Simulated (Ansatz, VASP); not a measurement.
Two plane-wave programs on NaF

The input INCAR:

```
SYSTEM = NaF
  ALGO = Fast
  EDIFF = 1E-6
  ENCUT = 520
  GGA = PS
  ISIF = 2
  ISMEAR = 0
  LASPH = .TRUE.
  LCHARG = .FALSE.
  LREAL = .FALSE.
  LWAVE = .FALSE.
  NBANDS = 14
  NELM = 100
  PREC = Accurate
  SIGMA = 0.05
```

The input KPOINTS:

```
k-points
0
G
  8 8 8
  0 0 0
```

Contents of POSCAR:

```
NaF
1.0
    0.0000000000      2.3233000000      2.3233000000
    2.3233000000      0.0000000000      2.3233000000
    2.3233000000      2.3233000000      0.0000000000
Na F
1 1
Direct
    0.0000000000      0.0000000000      0.0000000000
    0.4031549951      0.5000000000      0.5000000000
```

Input for Ansatz:

```yaml
crystal:
  lattice:
    - [0.0, 2.3233, 2.3233]
    - [2.3233, 0.0, 2.3233]
    - [2.3233, 2.3233, 0.0]
  atoms:
    - { symbol: Na, position: [0.0, 0.0, 0.0] }
    - { symbol: F, position: [0.4031549951, 0.5, 0.5] }
basis:
  ecutwfc: 420
kpoints:
  mp_grid: { grid: [8, 8, 8] }
hamiltonian:
  xc: pbesol
scf:
  occupations: { method: gaussian, width: 0.05 }
output:
  forces: true
  stress: true
  eigenvalues: true
```

Alike in both runs: task single point; functional PBEsol; k mesh 8 × 8 × 8; occupations gaussian, width 0.05 eV; no spin polarisation.

|  | VASP | Ansatz |
| --- | --- | --- |
| version | VASP 6.6.1 | Ansatz 0.2.0 |
| potentials or method | VASP PAW PBE potentials, release 64 (Na_pv, F) | scalar-relativistic, plane waves, PAW |
| plane-wave cutoff (eV) | 520 | 420 |
| valence electrons in the cell | 14 | 16 |

Ansatz gave:

* gap on the k mesh at the Fermi level (eV): 6.14
* least direct gap on the mesh (eV): 6.14
* pressure (GPa): 2.4
* largest component of the traceless stress (GPa): 3.56
* rms of the force components (eV/Å): 0.437

Problem. Which values does VASP return?

Solution. gap on the k mesh at the Fermi level (eV): 6.12; least direct gap on the mesh (eV): 6.12; pressure (GPa): 2.5; largest component of the traceless stress (GPa): 3.73; rms of the force components (eV/Å): 0.458.

Atom by atom the forces differ by 0.021 eV/Å (rms over components). The two sets of potentials don't hold the same shells in valence.

Caveats: the PAW data sets were made with another functional, which shifts forces and pressure a little (VASP).
